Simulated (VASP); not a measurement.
# ZrSe2: the band gap up a ladder of functionals, part 2 of 6

How far up the ladder of functionals must one climb to get the gap of ZrSe2 right? LASPH is on for some levels and off for others; the table marks which. The start is a computed cell from the Materials Project.

VASP 6.6.1, plane waves and PAW; the level of theory is named at each step.

Still holding for the runs below: Spin-orbit coupling is off here; it would split degenerate levels.

So far, least gap on mesh and path (eV): step 2 (bands, level LDA, k 4×4×2) 0.289.

## Step 3: Bands with PBEsol, k 4×4×2

This step: PBEsol; plane waves and PAW (Zr_sv, Se) (VASP 6.6.1).

PBEsol restores the gradient expansion of exchange and is tuned for the cells of solids.

File INCAR:

```
SYSTEM = ZrSe2
PREC = Accurate
ENCUT = 400
EDIFF = 1E-06
NELM = 100
ISMEAR = 0
SIGMA = 0.02
LREAL = .FALSE.
ALGO = Normal
GGA = PS
NBANDS = 25
LORBIT = 11
LWAVE = .FALSE.
LCHARG = .FALSE.
KPAR = 4
```

File POSCAR:

```
ZrSe2
1.0
    3.8111525102      0.0000000000      0.0000000000
   -1.9055762551      3.3005548915      0.0000000000
    0.0000000000      0.0000000000      6.3999068900
Zr Se
1 2
Direct
    0.0000000000      0.0000000000      0.0000000000
    0.6666666700      0.3333333300      0.7558824100
    0.3333333300      0.6666666700      0.2441175900
```

File KPOINTS:

```
Automatic mesh
0
Gamma
4 4 2
0 0 0
```

File KPOINTS_OPT:

```
Line mode
16
Line-mode
Reciprocal
  0.00000000   0.00000000   0.00000000 GAMMA
  0.50000000   0.00000000   0.00000000 M

  0.50000000   0.00000000   0.00000000 M
  0.33333333   0.33333333   0.00000000 K

  0.33333333   0.33333333   0.00000000 K
  0.00000000   0.00000000   0.00000000 GAMMA

  0.00000000   0.00000000   0.00000000 GAMMA
  0.00000000   0.00000000   0.50000000 A

  0.00000000   0.00000000   0.50000000 A
  0.50000000   0.00000000   0.50000000 L

  0.50000000   0.00000000   0.50000000 L
  0.33333333   0.33333333   0.50000000 H

  0.33333333   0.33333333   0.50000000 H
  0.00000000   0.00000000   0.50000000 A

  0.50000000   0.00000000   0.50000000 L
  0.50000000   0.00000000   0.00000000 M

  0.33333333   0.33333333   0.00000000 K
  0.33333333   0.33333333   0.50000000 H
```

The projector-augmented-wave data sets are Zr_sv and Se (PBE family, release 64).

Run with:

```sh
$ mpirun -np 4 vasp_std
```

Numbers of over 12 decimals in the logs are rounded to 6 here.

The program printed:

```text
[banner, memory and clock lines left out]
running    4 mpi-ranks, on    1 nodes
 distrk:  each k-point on    1 cores,    4 groups
 distr:  one band on    1 cores,    1 groups

 POSCAR found type information on POSCAR ZrSe
 POSCAR found :  2 types and       3 ions
 [... a notice as in an earlier step ...]

 LDA part: xc-table for (Slater+PW92), standard interpolation
 POSCAR, INCAR and KPOINTS ok, starting setup
 FFT: planning ... GRIDC
 FFT: planning ... GRID_SOFT
 FFT: planning ... GRID
 WAVECAR not read
 entering main loop
       N       E                     dE             d eps       ncg     rms          rms(c)
DAV:   1     0.139679254132E+03    0.13968E+03   -0.97048E+03   400   0.713E+02
DAV:   2    -0.143916303091E+02   -0.15407E+03   -0.14919E+03   497   0.202E+02
DAV:   3    -0.221624693468E+02   -0.77708E+01   -0.76855E+01   590   0.406E+01
DAV:   4    -0.224205515493E+02   -0.25808E+00   -0.25771E+00   560   0.597E+00
DAV:   5    -0.224241695453E+02   -0.36180E-02   -0.36179E-02   547   0.688E-01    0.132E+01
DAV:   6    -0.207556620233E+02    0.16685E+01   -0.34698E+00   429   0.924E+00    0.526E+00
DAV:   7    -0.206703798939E+02    0.85282E-01   -0.29556E-01   457   0.269E+00    0.248E+00
DAV:   8    -0.206604062497E+02    0.99736E-02   -0.55579E-02   514   0.120E+00    0.436E-01
DAV:   9    -0.206604712133E+02   -0.64964E-04   -0.62085E-03   451   0.443E-01    0.197E-01
DAV:  10    -0.206605956682E+02   -0.12445E-03   -0.63754E-04   477   0.141E-01    0.704E-02
DAV:  11    -0.206605945668E+02    0.11014E-05   -0.25638E-05   516   0.248E-02    0.237E-02
DAV:  12    -0.206606084758E+02   -0.13909E-04   -0.22728E-05   427   0.209E-02    0.734E-03
DAV:  13    -0.206606094988E+02   -0.10230E-05   -0.61874E-07   414   0.355E-03    0.295E-03
DAV:  14    -0.206606098477E+02   -0.34884E-06   -0.82726E-07   378   0.368E-03
   1 F= -.20660610E+02 E0= -.20660610E+02  d E =-.638586E-21
 Start KPOINTS_OPT (optional k-point list driver)
k-point batch [1-8\144]
       N       E                     dE             ncg
DAV:   1    -0.658062953045E+03   -0.15815E+04      400
DAV:   2    -0.190805799973E+04   -0.12500E+04      537
DAV:   3    -0.197287338221E+04   -0.64815E+02      653
DAV:   4    -0.197374140146E+04   -0.86802E+00      520
DAV:   5    -0.197374930270E+04   -0.79012E-02      582
DAV:   6    -0.197374945683E+04   -0.15413E-03      552
DAV:   7    -0.197374946388E+04   -0.70586E-05      504
DAV:   8    -0.197374946435E+04   -0.46240E-06      360
[...]
k-point batch [137-144\144]
       N       E                     dE             ncg
DAV:   1    -0.924129167119E+03   -0.71039E+04      416
DAV:   2    -0.198858665907E+04   -0.10645E+04      494
DAV:   3    -0.204486825420E+04   -0.56282E+02      668
DAV:   4    -0.204586236392E+04   -0.99411E+00      447
DAV:   5    -0.204588043544E+04   -0.18072E-01      555
DAV:   6    -0.204588058169E+04   -0.14625E-03      485
DAV:   7    -0.204588058617E+04   -0.44772E-05      423
DAV:   8    -0.204588058635E+04   -0.17867E-06      348
```

The job ended after 18 s (4 MPI ranks of Intel Xeon 6975P-C (Granite Rapids), shared host; peak memory 0.7 GiB).

OUTCAR, selected parts (step 3):

```text
The static configuration has the point symmetry D_3d.

 Found      8 irreducible k-points:

   NELECT =      24.0000    total number of electrons

 E-fermi :   3.8519

 k-point     1 :       0.0000    0.0000    0.0000
  band No.  band energies     occupation
    ...
      8       1.0993      2.00000
      9       1.0993      2.00000
     10       3.5992      2.00000
     11       3.7230      2.00000
     12       3.7230      2.00000
     13       4.7306      0.00000
     14       4.7306      0.00000
     15       5.2173      0.00000
     16       8.0684      0.00000
     17       8.0684      0.00000
    ...

 k-point     2 :       0.2500   -0.0000    0.0000
  band No.  band energies     occupation
    ...
      8       0.5599      2.00000
      9       1.0654      2.00000
     10       1.3140      2.00000
     11       2.6805      2.00000
     12       3.1282      2.00000
     13       4.5399      0.00000
     14       5.8023      0.00000
     15       5.9548      0.00000
     16       7.8102      0.00000
     17       8.1414      0.00000
    ...

  Total       -1.0183110     -1.0183110     -0.7227892     -0.0000000      0.0000000     -0.0000000
  in kB      -20.2662812    -20.2662812    -14.3848486     -0.0000000      0.0000000     -0.0000000
  external PRESSURE =     -18.3058036 kB  Pullay stress =       0.0000000 kB

 POSITION                                       TOTAL-FORCE (eV/Angst)
 -----------------------------------------------------------------------------------
      0.00000      0.00000      0.00000         0.000000      0.000000      0.000000
      1.90558      1.10018      4.83758         0.000000     -0.000000      0.121499
     -0.00000      2.20037      1.56233        -0.000000      0.000000     -0.121499
 -----------------------------------------------------------------------------------
    total drift:                                0.000000      0.000000      0.000000

  FREE ENERGIE OF THE ION-ELECTRON SYSTEM (eV)
  ---------------------------------------------------
  free  energy   TOTEN  =       -20.6606098477 eV

  energy  without entropy=      -20.6606098477  energy(sigma->0) =      -20.66060985

 total charge
# of ion       s       p       d       tot
------------------------------------------
    1        2.167   6.006   1.439   9.612
    2        1.460   2.396   0.026   3.882
    3        1.460   2.396   0.026   3.882
--------------------------------------------------
tot          5.087  10.798   1.491  17.376

[... 8 parts as in an earlier step ...]

[... 5 further parts left out ...]
```

The PAW data sets were made with PBE, which is usual practice but a small mismatch for other functionals.

This step gave:

| Property | Result |
| --- | --- |
| SCF cycles | 14 |
| free energy (TOTEN) | -20.66 eV |
| Fermi energy | 3.852 eV |
| pressure | -1.831 GPa |
| least gap on mesh and path | 0.3299 eV |
| least direct gap on mesh and path | 1.007 eV |

The electronic bands at the labelled points (eV, zero at the valence-band top; v1 is the highest filled band, c1 the lowest empty one):

```csv
point,v4,v3,v2,v1,c1,c2,c3,c4
Γ,-2.62,-0.12,0.00,0.00,1.01,1.01,1.49,4.35
0.47 of the way,-2.48,-2.42,-0.99,-0.49,0.85,2.02,2.17,4.01
M,-2.60,-2.44,-1.98,-1.24,0.52,2.46,2.78,4.78
0.47 of the way,-2.50,-2.38,-2.19,-1.76,1.24,2.45,2.61,4.16
K,-3.47,-2.24,-2.24,-1.76,1.65,2.52,2.52,4.03
0.47 of the way,-3.15,-2.31,-1.86,-0.80,1.25,1.99,2.59,3.59
Γ,-2.62,-0.12,0.00,0.00,1.01,1.01,1.49,4.35
0.47 of the way,-2.61,-0.94,-0.05,-0.05,1.00,1.00,1.74,4.47
A,-2.59,-1.92,-0.12,-0.12,0.99,0.99,1.86,4.64
0.47 of the way,-2.43,-2.22,-0.98,-0.96,0.82,2.07,2.60,3.53
L,-2.57,-2.49,-1.03,-1.01,0.33,2.45,2.77,4.50
0.47 of the way,-2.51,-2.49,-1.87,-1.31,0.97,2.43,2.53,4.16
H,-3.34,-2.23,-1.99,-1.99,1.70,2.17,2.17,4.74
0.47 of the way,-2.51,-2.06,-1.89,-0.97,1.42,1.63,2.77,3.88
A,-2.59,-1.92,-0.12,-0.12,0.99,0.99,1.86,4.64
jump to L,-2.57,-2.49,-1.03,-1.01,0.33,2.45,2.77,4.50
0.53 of the way,-2.51,-2.50,-1.54,-1.14,0.46,2.45,2.78,4.73
M,-2.60,-2.44,-1.98,-1.24,0.52,2.46,2.78,4.78
jump to K,-3.47,-2.24,-2.24,-1.76,1.65,2.52,2.52,4.03
0.47 of the way,-3.52,-2.12,-2.12,-1.95,1.67,2.35,2.35,4.33
H,-3.34,-2.23,-1.99,-1.99,1.70,2.17,2.17,4.74
```

Of the projections kept (Zr, Se), the largest for each band there; the rest of the weight can lie on other orbitals:

```csv
point,v4,v3,v2,v1,c1,c2,c3,c4
Γ,Se 0.53,Se 0.99,Se 0.98,Se 0.98,Zr 0.95,Zr 0.95,Zr 0.86,Zr 0.57
M,Se 0.61,Se 0.57,Se 0.95,Se 0.95,Zr 0.76,Zr 0.99,Zr 0.95,Zr 0.81
K,Se 0.69,Se 0.74,Se 0.74,Se 0.92,Zr 0.94,Zr 0.79,Zr 0.79,Zr 0.82
Γ,Se 0.53,Se 0.99,Se 0.98,Se 0.98,Zr 0.95,Zr 0.95,Zr 0.86,Zr 0.57
A,Se 0.52,Se 0.99,Se 0.98,Se 0.98,Zr 0.95,Zr 0.95,Zr 0.78,Zr 0.57
L,Se 0.59,Se 0.64,Se 0.95,Se 0.94,Zr 0.83,Zr 0.99,Zr 0.95,Zr 0.69
```

Force by atom:

```csv
atom,x (eV/Å),y (eV/Å),z (eV/Å),size
Zr1,0.000,0.000,0.000,0.000
Se2,0.000,0.000,0.121,0.121
Se3,0.000,0.000,-0.121,0.121
```

The gap is 0.33 eV, indirect, from Γ to L. Against LDA that is +0.04 eV; this run took 1.4 times the core time. The gap lies -0.87 eV from the measured 1.20 eV.

## Step 4: Bands with PBE, k 4×4×2

This step: PBE; plane waves and PAW (Zr_sv, Se) (VASP 6.6.1).

PBE, the usual starting point, adds the gradient of the density.

INCAR: that of step 3 with these lines changed.

```diff
@@ -9,3 +9,3 @@
 ALGO = Normal
-GGA = PS
+GGA = PE
 NBANDS = 25
```

POSCAR is that of step 3.

KPOINTS is that of step 3.

KPOINTS_OPT is that of step 3.

Run with:

```sh
$ mpirun -np 4 vasp_std
```

The program printed:

```text
[banner, memory and clock lines left out]
running    4 mpi-ranks, on    1 nodes
[...]
LDA part: xc-table for (Slater+PW92), standard interpolation
 POSCAR, INCAR and KPOINTS ok, starting setup
[...]
entering main loop
       N       E                     dE             d eps       ncg     rms          rms(c)
DAV:   1     0.141583749333E+03    0.14158E+03   -0.97214E+03   400   0.714E+02
DAV:   2    -0.131731904785E+02   -0.15476E+03   -0.14979E+03   497   0.203E+02
DAV:   3    -0.209561936383E+02   -0.77830E+01   -0.76984E+01   598   0.406E+01
DAV:   4    -0.212169493372E+02   -0.26076E+00   -0.26038E+00   544   0.600E+00
[...]
DAV:  12    -0.194797386654E+02   -0.21606E-04   -0.32631E-05   427   0.252E-02    0.908E-03
DAV:  13    -0.194797401090E+02   -0.14435E-05   -0.93795E-07   453   0.438E-03    0.373E-03
DAV:  14    -0.194797406230E+02   -0.51408E-06   -0.12989E-06   403   0.484E-03
   1 F= -.19479741E+02 E0= -.19479741E+02  d E =-.114322E-37
 Start KPOINTS_OPT (optional k-point list driver)
k-point batch [1-8\144]
       N       E                     dE             ncg
DAV:   1    -0.636714602861E+03   -0.15602E+04      400
DAV:   2    -0.189163544251E+04   -0.12549E+04      537
DAV:   3    -0.195648080613E+04   -0.64845E+02      653
DAV:   4    -0.195735683154E+04   -0.87603E+00      520
DAV:   5    -0.195736506987E+04   -0.82383E-02      590
DAV:   6    -0.195736523331E+04   -0.16344E-03      544
DAV:   7    -0.195736524100E+04   -0.76875E-05      511
DAV:   8    -0.195736524150E+04   -0.50511E-06      376
[...]
k-point batch [137-144\144]
       N       E                     dE             ncg
DAV:   1    -0.902722360026E+03   -0.70825E+04      416
DAV:   2    -0.197117672899E+04   -0.10685E+04      494
DAV:   3    -0.202746666290E+04   -0.56290E+02      668
DAV:   4    -0.202847749082E+04   -0.10108E+01      447
DAV:   5    -0.202849651739E+04   -0.19027E-01      555
DAV:   6    -0.202849667266E+04   -0.15527E-03      486
DAV:   7    -0.202849667747E+04   -0.48109E-05      440
DAV:   8    -0.202849667766E+04   -0.18384E-06      348
```

Elapsed: 15 s, on 4 MPI ranks; peak memory 0.72 GiB; 57 s of CPU time.

OUTCAR, selected parts (step 4):

```text
  Total        0.4791196      0.4791196      0.5814298     -0.0000000      0.0000000     -0.0000000
  in kB        9.5353709      9.5353709     11.5715343     -0.0000000      0.0000000     -0.0000000
  external PRESSURE =      10.2140920 kB  Pullay stress =       0.0000000 kB

 POSITION                                       TOTAL-FORCE (eV/Angst)
 -----------------------------------------------------------------------------------
      0.00000      0.00000      0.00000         0.000000      0.000000      0.000000
      1.90558      1.10018      4.83758         0.000000      0.000000     -0.091946
     -0.00000      2.20037      1.56233        -0.000000     -0.000000      0.091946
 -----------------------------------------------------------------------------------
    total drift:                                0.000000      0.000000      0.000000

  FREE ENERGIE OF THE ION-ELECTRON SYSTEM (eV)
  ---------------------------------------------------
  free  energy   TOTEN  =       -19.4797406230 eV

  energy  without entropy=      -19.4797406230  energy(sigma->0) =      -19.47974062

[... 2 parts as in an earlier step ...]

[... 1 further part left out ...]
[key lines of the parts left out:]
E-fermi :   4.0330
```

Electronic bands along the path, in eV, zero at the valence-band top; v1 is the highest filled band, c1 the lowest empty one:

```csv
point,v4,v3,v2,v1,c1,c2,c3,c4
Γ,-2.61,-0.12,0.00,0.00,1.05,1.05,1.55,4.35
0.47 of the way,-2.44,-2.41,-0.97,-0.48,0.91,2.06,2.22,4.04
M,-2.57,-2.43,-1.95,-1.23,0.58,2.49,2.82,4.82
0.47 of the way,-2.47,-2.36,-2.16,-1.74,1.29,2.48,2.64,4.18
K,-3.43,-2.21,-2.21,-1.74,1.70,2.55,2.55,4.05
0.47 of the way,-3.12,-2.29,-1.84,-0.78,1.30,2.03,2.63,3.62
Γ,-2.61,-0.12,0.00,0.00,1.05,1.05,1.55,4.35
0.47 of the way,-2.60,-0.91,-0.05,-0.05,1.05,1.05,1.79,4.47
A,-2.58,-1.87,-0.12,-0.12,1.04,1.04,1.92,4.63
0.47 of the way,-2.43,-2.18,-0.97,-0.93,0.88,2.11,2.63,3.57
L,-2.55,-2.47,-1.02,-1.01,0.39,2.49,2.81,4.50
0.47 of the way,-2.49,-2.46,-1.85,-1.30,1.02,2.47,2.57,4.18
H,-3.30,-2.20,-1.98,-1.98,1.75,2.22,2.22,4.74
0.47 of the way,-2.49,-2.03,-1.87,-0.96,1.47,1.68,2.80,3.90
A,-2.58,-1.87,-0.12,-0.12,1.04,1.04,1.92,4.63
jump to L,-2.55,-2.47,-1.02,-1.01,0.39,2.49,2.81,4.50
0.53 of the way,-2.49,-2.49,-1.52,-1.13,0.52,2.49,2.82,4.73
M,-2.57,-2.43,-1.95,-1.23,0.58,2.49,2.82,4.82
jump to K,-3.43,-2.21,-2.21,-1.74,1.70,2.55,2.55,4.05
0.47 of the way,-3.48,-2.10,-2.10,-1.93,1.73,2.39,2.39,4.35
H,-3.30,-2.20,-1.98,-1.98,1.75,2.22,2.22,4.74
```

Of the projections kept (Zr, Se), the largest for each band there; the rest of the weight can lie on other orbitals:

```csv
point,v4,v3,v2,v1,c1,c2,c3,c4
Γ,Se 0.53,Se 0.99,Se 0.98,Se 0.98,Zr 0.95,Zr 0.95,Zr 0.86,Zr 0.57
M,Se 0.62,Se 0.57,Se 0.95,Se 0.95,Zr 0.77,Zr 0.99,Zr 0.95,Zr 0.80
K,Se 0.69,Se 0.74,Se 0.74,Se 0.92,Zr 0.94,Zr 0.79,Zr 0.79,Zr 0.82
Γ,Se 0.53,Se 0.99,Se 0.98,Se 0.98,Zr 0.95,Zr 0.95,Zr 0.86,Zr 0.57
A,Se 0.52,Se 0.99,Se 0.98,Se 0.98,Zr 0.95,Zr 0.95,Zr 0.78,Zr 0.57
L,Se 0.59,Se 0.64,Se 0.95,Se 0.94,Zr 0.83,Zr 0.99,Zr 0.95,Zr 0.69
```

The gap is 0.39 eV, indirect, from Γ to L. Against LDA that is +0.10 eV; the cost is about the same. The gap lies -0.81 eV from the measured 1.20 eV.

(Continued in part 3 of 6.)

[Lines on the potential files, build, host, timing and source positions are cut from VASP's logs without a mark.]

[Logs are printed without paths, hosts, clocks, repeated set-up lines and the standing remarks that a program may print on its own settings, such as how far it seeks lower states.]

[Hosts, paths, dates, database ids (printed as entryN), source tags and the programs' standing remarks are cut or masked in the printed files.]

[A measured line is paired with the nearest computed mode of its activity, which favours agreement.]

[In band tables of VASP the shares of atoms and orbitals are scaled to a sum of 1 inside the atoms' spheres.]
